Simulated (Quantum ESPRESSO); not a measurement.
Hf: zone-centre phonons under several settings

```
Hf
1.0
     3.19670    0.00000    0.00000
    -1.59835    2.76842    0.00000
     0.00000    0.00000    5.05780
Hf
2
Cartesian
  1.5984 0.9228 3.7934
  0.0000 1.8456 1.2645
```

All runs used Quantum ESPRESSO 7.5; k mesh 8 × 8 × 4; relaxed cell; no spin polarisation; cutoff 789 eV; occupations cold, width 0.2 eV.

```csv
level,potentials,volume (Å³/atom),lowest optical mode without the field (cm⁻¹),highest optical mode without the field (cm⁻¹)
LDA,PseudoDojo 0.4.1 SR LDA standard,?,?,?
PBE,PseudoDojo 0.4.1 SR PBE standard,22.47,81,105
PBEsol,PseudoDojo 0.4.1 SR PBEsol standard,21.64,77,126
WC,PseudoDojo 0.4.1 SR PBE standard,21.70,76,127
BLYP,PseudoDojo 0.4.1 SR PBE standard,22.99,77,103
AM05,PseudoDojo 0.4.1 SR PBE standard,21.71,78,126
vdW-DF-cx,PseudoDojo 0.4.1 SR PBE standard,21.68,78,129
```

Question: What stands in the row left open?

Answer: Volume 20.60 Å³/atom; lowest optical mode without the field 69 cm⁻¹; highest optical mode without the field 137 cm⁻¹.

Caveats: the mesh is thin for the phonons of a metal; the potentials were made for another functional, which shifts forces and pressure (some runs).

For the row left open. Caveat: the mesh is thin for the phonons of a metal.
